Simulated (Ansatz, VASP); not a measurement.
Given: the input of a run of VASP 6.6.1 on V.

The input INCAR:

```
SYSTEM = V
ALGO = Normal ; EDIFF = 1E-7
ENCUT = 520 ; GGA = PE
ISIF = 2 ; ISMEAR = -1
ISPIN = 2 ; LASPH = .TRUE.
LCHARG = .FALSE. ; LMAXMIX = 4
LORBIT = 11 ; LREAL = .FALSE.
LWAVE = .FALSE. ; MAGMOM = 2
NBANDS = 16 ; NELM = 120
PREC = Accurate ; SIGMA = 0.05
```

File KPOINTS:

```
k-points
0
G
  12 12 12
  0 0 0
```

The input POSCAR:

```
V
1.0
   -1.4834362237      1.4834362237      1.4834362237
    1.4834362237     -1.4834362237      1.4834362237
    1.4834362237      1.4834362237     -1.4834362237
V
1
Direct
    0.0000000000      0.0000000000      0.0000000000
```

Potentials or basis: VASP PAW PBE potentials, release 64 (V_sv).

Launch:

```sh
$ cat potpaw_PBE.64/V_sv/POTCAR > POTCAR
$ mpirun -np 1 vasp_std > vasp.out
```

Problem. Set up the same calculation for Ansatz 0.2.0. Potentials there: Ansatz PAW.

Solution. As run (the cutoff follows the program's own potentials):

input.yaml

```yaml
crystal:
  lattice:
    - [-1.4834362237, 1.4834362237, 1.4834362237]
    - [1.4834362237, -1.4834362237, 1.4834362237]
    - [1.4834362237, 1.4834362237, -1.4834362237]
  atoms:
    - { symbol: V, position: [0.0, 0.0, 0.0], spin: 2.0 }
hamiltonian:
  xc: pbe
  pseudopotentials: { kind: paw }
magnetization:
  spin_polarized: true
kpoints:
  mp_grid: { grid: [12, 12, 12] }
scf:
  occupations: { method: fermi_dirac, width: 0.05 }
output:
  forces: true
  stress: true
  eigenvalues: true
```

Potentials or basis: Ansatz PAW.

Command:

```bash
$ ansatz run input.yaml --threads 1 --pin off --max-ram 3584MiB --backend cpu --events-out ev --progress --plain --runs-dir out
```

Both were run:

|  | VASP | Ansatz | Ansatz less VASP |
| --- | --- | --- | --- |
| gap on the k mesh at the Fermi level (eV) | none | none | - |
| pressure (GPa) | 6.0 | 5.8 | -0.24 |
| net moment per atom (μB) | 0.00 | 0.00 | 0.000 |

A gap of «none» marks a metal or a gap that the smearing closes. The functional is the same, so the differences come from potentials, cutoffs and numerics.

Caveats: the starting moments weren't kept (Ansatz).
